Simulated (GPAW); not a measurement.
Runs of GPAW 26.7.0 on AlRu. It takes space group Pm-3m (No. 221, cubic). Conventional cell: a = 2.992 Å, b = 2.992 Å, c = 2.992 Å, α = 90.00°, β = 90.00°, γ = 90.00°. Ru (site symmetry m-3m) is surrounded by 8 Al at 2.59 Å. Al (site symmetry m-3m) has 8 Ru at 2.59 Å as nearest neighbours. 

| level | potentials or basis | band points | eigensolver | pressure (GPa) |
| --- | --- | --- | --- | --- |
| r2SCAN | GPAW PAW data sets (gpaw-data 1.2.1), pw | 80 | - | -0.6 |
| PBE | GPAW PAW data sets (gpaw-data 1.2.1), pw | 100 | - | 3.2 |
| LDA | the program's PAW data sets (release 1.2.1) made for this functional, pw | 100 | - | -7.6 |
| r2SCAN | GPAW PAW data sets (gpaw-data 1.2.1), pw | 100 | - | -0.6 |
| BLYP | PAW data sets generated in the run's folder for this functional, pw | 100 | davidson | (a) |
| revPBE | the program's PAW data sets (release 1.2.1) made for this functional, pw | 100 | - | 6.0 |

Alike in all rows: task band structure; no spin polarisation; cell as given; k mesh 9 × 9 × 9; cutoff (eV) 600; smearing fermi-dirac 0.05 eV.

Fill in the values left out.

(a) 9.3.

Caveats: the PAW data sets were made with another functional, which shifts forces and pressure a little (some runs).
